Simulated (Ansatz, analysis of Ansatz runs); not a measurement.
# A hop of Ca in CaSeO3 (P2_1/c), charge −2, part 2 of 2

How high is the barrier when Ca changes place in CaSeO3 (P2_1/c)? The case: V_Ca hop (3.8 Å), charge −2, in a cell of 40 host atoms with 1 Ca taken out.

Ansatz 0.2.0; plane-wave PAW DFT, r2SCAN; nudged elastic band between two relaxed defect structures at fixed charge in a uniform background.

So far, barrier forward (eV): step 4 (nudged elastic band, charge −2) 1.80.

## Step 5: Single point at the top of the path, r2SCAN

A single point at the top of the band gives the levels near the gap and the populations there.

This step: plane-wave PAW DFT, r2SCAN; single point of a defect supercell on a structure of the r2SCAN path.

The input, qm2.top.probe/input.yaml:

```yaml
crystal:
  lattice:
    - [6.39837574, 6.79528022, -0.01026838]
    - [-6.39837574, 6.79528022, 0.01026838]
    - [-4.94075515, 0.0, 6.5249436]
  atoms:
    - { symbol: Ca, position: [0.35433373, 0.52189153, 0.13103059] }
    - { symbol: Ca, position: [0.87598238, -0.01607272, 0.13798151] }
    - { symbol: Ca, position: [0.49483997, 0.40455004, 0.75927554] }
[... 6 atom lines left out ...]
    - { symbol: Se, position: [0.39046688, 0.7812065, 0.37896333] }
[... 1 atom line left out ...]
    - { symbol: Se, position: [0.09818929, 0.7318341, 0.61029981] }
    - { symbol: Se, position: [0.60985663, 0.22282302, 0.58071376] }
[... 1 atom line left out ...]
    - { symbol: Se, position: [0.5135122, 0.14384564, 0.12505977] }
[... 3 atom lines left out ...]
    - { symbol: O, position: [0.69522949, 0.21870628, 0.81296784] }
    - { symbol: O, position: [0.40563107, 0.28929751, 0.50207691] }
[... 7 atom lines left out ...]
    - { symbol: O, position: [0.32669963, 0.62261898, 0.49130512] }
[... 1 atom line left out ...]
    - { symbol: O, position: [0.4769645, 0.35133759, 1.04520405] }
[... 1 atom line left out ...]
    - { symbol: O, position: [0.34919615, 0.14807974, 0.93026365] }
[... 2 atom lines left out ...]
    - { symbol: O, position: [0.59929288, 0.69960872, 0.5098459] }
[... 1 atom line left out ...]
    - { symbol: O, position: [0.53525445, 0.64926185, 0.02395069] }
[... 1 atom line left out ...]
    - { symbol: O, position: [0.6440235, 0.88136387, 0.07725422] }
total_charge: -2
basis:
  ecutwfc: 500
  xc_grid: 2
hamiltonian:
  xc: r2scan
kpoints:
  mp_grid: { grid: [1, 1, 1] }
scf:
  occupations: { method: fixed }
  max_iter: 80
output:
  forces: true
  eigenvalues: true
  eigenstates: { localisation: true }
  populations: true
  write_density: true
  write_potential: true
  volumetric_format: npy
  elf: true
checkpoint:
  write: "../qm2.top.probe.run"
  compress: false
  write_wavefunctions: false
  write_every: 100000
```

On the command line:

```bash
> ansatz run input.yaml --threads 4 --pin off --max-ram 7536MiB --backend cpu --events-out ev --progress --plain --runs-dir out
```

Run time: 8.1 s. Hardware: 4 threads of Arm Neoverse V2, shared host; peak memory 0.95 GiB; 30 s of CPU time.

Numbers from this step:

| Property | Result |
| --- | --- |
| free energy | -70218.6514 eV |

From eigenstates.tsv, first k-point; energies on the run's zero. The participation number counts the atoms that a state is spread over, of 39; bands count from 0.

```tsv
spin	band	energy (eV)	occupation	participation	largest share on	share
both	166	5.049	2.00	14.0	O38	0.15
both	167	5.262	2.00	16.8	O33	0.12
both	168	5.304	2.00	18.7	O28	0.10
both	169	5.447	2.00	14.6	O23	0.12
both	170	5.570	2.00	13.5	O27	0.14
both	171	5.764	2.00	9.4	O16	0.21
both	172	10.272	0.00	17.7	Se15	0.16
both	173	10.661	0.00	19.2	Se12	0.12
both	174	10.770	0.00	16.6	Se10	0.18
both	175	10.931	0.00	21.9	Se14	0.11
both	176	11.050	0.00	21.8	Se13	0.09
```

Under r2SCAN at the zone centre alone, the highest filled state is spread over 9 of 39 atoms, and the lowest empty one, 4.51 eV above it, is spread over 18 of 39 atoms.

Valence electrons by atom (Löwdin), nearest atoms first, with the excess over far atoms of the same element, which can also hold differences between inequivalent host sites (the log counts sites from 0):

```tsv
atom	distance from the centre (Å)	electrons	excess
Ca3	0.55	8.273	-0.042
O28	1.86	6.948	-0.013
O30	2.06	6.981	0.020
O19	2.78	6.965	0.005
O20	2.84	6.950	-0.011
O32	2.87	6.902	-0.059
Se15	2.91	14.460	0.034
Se10	3.20	14.425	-0.001
```

Electrostatic potential energy in the bc plane at fractional x = 0.439, through the centre, with atoms of Se and O within 0.45 Å of it. With pseudopotentials it is smooth inside the atoms' cores, unlike the true potential.

Values in eV, 12 rows by 16 columns, each cell a mean:
```
 11   9   2   2   5   1  -6   8  11  11   9   6  -7 -12  -9   4
  8  11  11   9   6   2   2   6  10  11  12  10  -3 -11  -7  -9
  7  11  12  10   6 -10 -23 -13   4   9  11  11   8  -3 -11  -6
  9  11  12  11   9  -2 -22 -24  -4   8  10  11  11  10   0   1
 10  11  11   5  -1   7   1  -5   2   7   9   9  10  11   7   1
  9   9   9  -4 -26 -11   9   9   9   8   4  -5  -2   7  11  10
  9   8   9   8  -6  -5  10  11  11  10   0 -15 -11  -7   8  10
 -1 -11   7  10   9   8   8   8   9  10   7  -9 -12 -14   3  10
  2 -22  -6  10  10   8   4  -2   2   8  10   7  -1  -2   5  10
  8  -2  -4   6  10   9   3 -14 -16   1   9  10   9  10  10  10
  8  -8 -15 -11   3  -1   4   0  -9   0   8  11  11  11  11  11
 10   0 -14 -15  -4 -23 -18   7   7   7   8   9   5   3   8  11
```
Columns run along b (9.3 Å; values clipped at the 3rd and 97th percentile), rows up along c (8.2 Å). Atoms in or near the plane, at fractional coordinates: Se at (0.86, 0.90), Se at (0.78, 0.38), O at (0.29, 0.50), O at (0.07, 0.33), O at (0.35, 0.05).

ELF in the bc plane at fractional x = 0.439, through the centre, with atoms of Se and O within 0.45 Å of it. It is the smooth field of the valence electrons, not physical close to the nuclei.

Values, 12 rows by 16 columns, each cell a mean:
```
0.14 0.57 0.64 0.43 0.23 0.60 0.79 0.62 0.10 0.34 0.75 0.62 0.51 0.75 0.82 0.45
0.27 0.16 0.43 0.34 0.07 0.16 0.29 0.21 0.05 0.09 0.41 0.42 0.41 0.61 0.71 0.81
0.29 0.03 0.04 0.05 0.05 0.59 0.81 0.65 0.14 0.01 0.03 0.07 0.13 0.40 0.56 0.55
0.32 0.04 0.12 0.27 0.16 0.35 0.81 0.81 0.30 0.11 0.09 0.02 0.09 0.48 0.68 0.61
0.63 0.09 0.31 0.73 0.74 0.41 0.25 0.34 0.19 0.46 0.33 0.11 0.06 0.27 0.73 0.83
0.21 0.04 0.21 0.70 0.63 0.77 0.40 0.04 0.27 0.53 0.40 0.38 0.50 0.30 0.16 0.33
0.25 0.20 0.07 0.34 0.66 0.71 0.43 0.06 0.07 0.19 0.30 0.48 0.55 0.76 0.32 0.09
0.78 0.79 0.59 0.12 0.19 0.26 0.11 0.04 0.02 0.03 0.14 0.40 0.46 0.67 0.50 0.25
0.69 0.77 0.79 0.35 0.03 0.02 0.09 0.29 0.18 0.04 0.27 0.48 0.46 0.39 0.28 0.14
0.22 0.52 0.59 0.25 0.12 0.17 0.18 0.69 0.72 0.23 0.17 0.60 0.68 0.40 0.09 0.03
0.23 0.46 0.52 0.45 0.54 0.75 0.49 0.29 0.50 0.24 0.11 0.14 0.29 0.24 0.06 0.04
0.32 0.60 0.65 0.49 0.58 0.73 0.78 0.45 0.06 0.27 0.61 0.40 0.23 0.36 0.24 0.05
```
Columns run along b (9.3 Å), rows up along c (8.2 Å). Atoms in or near the plane, at fractional coordinates: Se at (0.86, 0.90), Se at (0.78, 0.38), O at (0.29, 0.50), O at (0.07, 0.33), O at (0.35, 0.05).

Valence density in the bc plane at fractional x = 0.439, through the centre, with atoms of Se and O within 0.45 Å of it. It is the smooth field of the valence electrons, not physical close to the nuclei.

Ten steps, logarithmic in the rise over the least value, from '_' (0 e/Å³) to '@' (11 e/Å³), each cell a mean:
```
..::==++++==----==****++::..__..--====--==++++==::..
....::------::..::--==--::____..::------==##@@##==::
..__....::::......::::::..______....::----##@@@@**--
::____________..::--==--..__________....::==##%%**--
..____________..--++****==..____________..::==++==--
..______________::++####**--..____________::--====--
::..______........==**##**==::____________..--++++==
--..____..::--::..::==++++==::::..________..::==++++
--..__..::==++++--::..::::::----::....______..--====
::..__..::++####**--..__....::----::::::........::--
....____::==##%%##++::____..::--------==--::..__....
......__..::++****++::..____....::--++##**==::..__..
::--::......::====--::..________..--++%%@@**==::....
==++++--..__....::::....________..::==##@@##==::..::
==####**--..______........________..--==++++==::..::
--**####==::________..::::::..__..::--------::......
::==++++==::..______..--====::......------::....____
..::======::..........--++++==::....::----::..______
..::--====--::::--::::::==++==--......::::::..______
..::==****++====++++==::::----::..............______
..--==++**++==++####**--::..::::::::::........______
..--==++++======**%%##++::....::--==--::::--::::..__
```
Columns run along b (9.3 Å), rows up along c (8.2 Å). Atoms in or near the plane, at fractional coordinates: Se at (0.86, 0.90), Se at (0.78, 0.38), O at (0.29, 0.50), O at (0.07, 0.33), O at (0.35, 0.05).

The distance between the highest filled and the lowest empty level goes from 4.70 eV at the start to 4.51 eV at the top.

## Step 6: What came out

| Quantity | Value |
| --- | --- |
| barrier forward | 1.80 eV |
| barrier backward | 1.80 eV |
| end less start | 0.00 eV |
| hop length | 3.71 Å |
| band iterations, as the log counts them | 15 |

The top of the band lies 1.80 eV above the start and 1.80 eV above the end. With an assumed prefactor of 1e13 per second it gives one hop a second along this one path at about 700 K; whether such hops link up through the crystal wasn't checked. At the top Ca3 stands 2.12 Å from its nearest O, 0.15 Å closer than at the start. The order of the top as a saddle was not checked for all atoms, so a bent path could be lower. No image-charge correction is applied; it largely cancels along a path if the charge stays localised alike. What this leaves open: sampling at the zone centre alone can move energies of charged and open-shell states by tenths of an eV or more in cells of this size; periodic copies of the defect are only 8.2 Å apart.

[Logs are printed without paths, hosts, clocks, repeated set-up lines and the standing remarks that a program may print on its own settings, such as how far it seeks lower states.]

[Hosts, paths, dates, database ids (printed as entryN), source tags and the programs' standing remarks are cut or masked in the printed files.]
